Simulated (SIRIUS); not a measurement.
The system is C.

```xyz
2
Lattice="2.1273 -1.2283 0.0000 2.1273 1.2283 0.0000 -1.3791 0.0000 3.5028" Properties=species:S:1:pos:R:3 pbc="T T T"
C    -0.6699    0.0000    3.5025
C     3.5455    0.0000    0.0003
```

This is a stacking variant of graphite.

| Quantity | Value |
| --- | --- |
| Program | SIRIUS 7.10.0 |
| Task | single point |
| Functional | PBEsol |
| Potentials or basis | PseudoDojo 0.4.1 PBEsol standard (scalar relativistic) |
| Cutoff | 1127 eV |
| Density cutoff | 4507 eV |
| k mesh | 13 × 13 × 8 |
| Occupations | fermi-dirac, width 0.05 eV |
| Spin | no spin polarisation |

On this cell: pressure 1.8 GPa; largest force 0.005 eV/Å; band gap on the k mesh 0.92 eV.

The same run follows on a disturbed copy (atoms moved at random, drawn with an rms of 0.05 Å):

```xyz
2
Lattice="2.1273 -1.2283 0.0000 2.1273 1.2283 0.0000 -1.3791 0.0000 3.5028" Properties=species:S:1:pos:R:3 pbc="T T T"
C    -0.6644    0.0420    3.5101
C     3.5618    0.0039    0.0229
```

What changes?

The energy moves by +22.6 meV/atom; pressure 2.5 GPa; largest force 2.170 eV/Å; band gap on the k mesh 0.50 eV.

Forces in eV/Å, atoms in the order of the input:
```
C    0.523 -2.091  0.251
C   -0.523  2.091 -0.251
```

Stress tensor (GPa, compression positive):
```
 4.79  4.53 -0.10
 4.53  2.23  0.30
-0.10  0.30  0.33
```

Caveats: an odd mesh through Γ misses points on the zone boundary, where band edges often lie; this functional lacks dispersion, which binds the layers, so the pressure and a relaxed spacing across them are unreliable (some runs).
